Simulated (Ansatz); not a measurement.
The system is TiO2.

```
Ti O
1.0
     4.81270    0.00000    0.00000
     0.00000    4.87188    0.00000
    -0.86289    0.00000    4.96659
Ti O
4 8
Direct
  0.27744 0.05281 0.21315
  0.72256 0.55281 0.28685
  0.72256 0.94719 0.78685
  0.27744 0.44719 0.71315
  0.06384 0.17697 0.85156
  0.93616 0.67697 0.64844
  0.93616 0.82303 0.14844
  0.06384 0.32303 0.35156
  0.44536 0.75763 0.46677
  0.55464 0.25763 0.03323
  0.55464 0.24237 0.53323
  0.44536 0.74237 0.96677
```

The cell comes from a database or a generator and needn't be the stable form of this composition.

| Item | Value |
| --- | --- |
| Program | Ansatz 0.2.0 |
| Task | relaxation of cell and atoms |
| Functional | RPBE |
| Dispersion | D3(BJ) |
| Potentials or basis | Ansatz PAW |
| Cutoff | 420 eV (not typed: the program's choice for these potentials) |
| k mesh | 6 × 6 × 6 |
| Occupations | fermi-dirac, width 0.05 eV |
| Spin | no spin polarisation |

At the start: volume 9.70 Å³/atom.

Where does the relaxation end?

It ends after 13 steps and the volume is 8.81 Å³/atom (-9.2 %); space group P2_1/c (No. 14, to 0.05 Å).

Step by step:
| step | energy change (eV) | largest force (eV/Å) | volume (Å³) |
| --- | --- | --- | --- |
| 1 | 0.0000 | 0.3021 | 116.45 |
| 2 | -0.3177 | 0.2456 | 111.44 |
| 3 | -0.3804 | 0.1933 | 109.07 |
| 4 | -0.4622 | 0.2406 | 108.17 |
| 5 | -0.4935 | 0.2415 | 108.00 |
| 6 | -0.5571 | 0.2870 | 106.03 |
| 7 | -0.5742 | 0.0724 | 105.86 |
| 8 | -0.5744 | 0.0113 | 106.03 |
| 9 | -0.5744 | 0.0020 | 106.04 |
| 10 | -0.5489 | 0.0016 | 106.04 |
| 11 | -0.5507 | 0.0066 | 105.76 |
| 12 | -0.5509 | 0.0024 | 105.74 |
| 13 | -0.5494 | 0.0023 | 105.74 |

Final structure:
```
Ti O
1.0
     4.59878    0.00000    0.07991
     0.00000    4.88417    0.00000
    -0.74207    0.00000    4.69473
Ti O
4 8
Cartesian
  1.1280 0.2251 1.0185
  3.0997 2.6672 1.4087
  2.7287 4.6591 3.7561
  0.7570 2.2170 3.3659
  -0.1889 0.6059 3.7640
  3.6746 3.0480 3.3580
  4.0456 4.2783 1.0106
  0.1822 1.8362 1.4166
  1.6306 3.7333 2.3363
  2.5971 1.2912 0.0909
  2.2261 1.1509 2.4383
  1.2596 3.5930 4.6837
```

Caveat: the plane-wave basis is chosen anew once the cell has moved, so the energies of steps on either side of that aren't comparable; the pressure holds a Pulay correction of +0.8 GPa for the finite cutoff; the PAW data sets come from PBE, with cores solved anew for the run's functional, which leaves a small shift of forces and pressure.
